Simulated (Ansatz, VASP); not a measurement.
## Al3Cu in VASP and in Ansatz

```xyz
4
Lattice="3.9242 0.0000 0.0000 0.0000 3.9242 0.0000 0.0000 0.0000 3.9242" Properties=species:S:1:pos:R:3 pbc="T T T"
Al    0.0000    1.9621    1.9621
Al    1.9621    0.0000    1.9621
Al    1.9621    1.9621    0.0000
Cu    0.0000    0.0000    0.0000
```

The cell comes from a database or a generator and needn't be the stable form of this composition.

Alike in both runs: task single point; functional PBEsol; dispersion D4; k mesh 2 × 2 × 2; no spin polarisation.

```csv
,VASP,Ansatz
version,VASP 6.6.1,Ansatz 0.2.0
potentials or method,"VASP PAW PBE potentials, release 64 (Al, Cu)","plane waves, PAW"
plane-wave cutoff (eV),520,420
occupations,"methfessel-paxton of order 1, width 0.15 eV","cold, width 0.15 eV"
valence electrons in the cell,20,28
```

|  | VASP | Ansatz | Ansatz less VASP |
| --- | --- | --- | --- |
| gap on the k mesh at the Fermi level (eV) | none | none | - |
| dispersion energy (meV/atom) | -226.0 | -226.2 | -0.13 |

A gap of «none» marks a metal or a gap that the smearing closes. The two sets of potentials don't hold the same shells in valence.

Caveats: the k mesh is coarse (spacing up to 0.80 Å⁻¹), so the values aren't converged.
